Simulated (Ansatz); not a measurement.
We consider fluorite SrF₂, described by PBE (Ansatz, a quantum-chemistry and plane-wave program, PAW).

Numerical settings: plane-wave cutoff 520 eV, 10×10×10 k mesh, Fermi–Dirac smearing 0.01 eV, scalar-relativistic PAW data made under PBE.

The cell is scaled about its equilibrium volume:

```csv
V (Å³/atom),P (GPa),direct gap at Γ (eV),smallest gap on the k mesh (eV)
15.741,4.61,7.225,7.127
16.076,2.90,7.109,7.009
16.411,1.37,6.997,6.894
16.746,0.00,6.889,6.784
17.081,-1.22,6.784,6.678
17.416,-2.32,6.683,6.575
17.751,-3.29,6.585,6.476
```

The fundamental gap (6.78 eV at the equilibrium volume, with added k points) lies elsewhere than Γ–Γ.

Measured, for comparison: band gap 11.1 eV (temperature not stated, no zero-point or thermal correction; as tabulated in Aguado et al. (1999), arXiv:cond-mat/9901145).

Spin–orbit coupling is not included.
